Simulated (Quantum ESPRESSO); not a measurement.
The system is Pt.

```
Pt
1.0
     0.00000    1.96090    1.96090
     1.96090    0.00000    1.96090
     1.96090    1.96090    0.00000
Pt
1
Direct
  0.00000 0.00000 0.00000
```

Base run:

* Program: Quantum ESPRESSO 7.5
* Functional: PBE
* Potentials or basis: PseudoDojo 0.4 FR PBE standard
* Cutoff: 1143 eV
* Density cutoff: 4572 eV
* k mesh: 12 × 12 × 12
* Occupations: fermi-dirac, width 0.05 eV
* Spin: spin-orbit coupling, no magnetisation

Its results: band gap on the k mesh none (metal or under the smearing width); pressure 10.5 GPa.

Q: The run is repeated on the same cell with these changes: potentials or basis from PseudoDojo 0.4 FR PBE standard to PseudoDojo 0.4.1 SR PBE standard; spin from spin-orbit coupling, no magnetisation to no spin polarisation. What comes out?

A: Band gap on the k mesh none (metal or under the smearing width); pressure 9.7 GPa.

Caveats: spin-orbit coupling is left out, which moves the levels of the heavy elements (some runs).
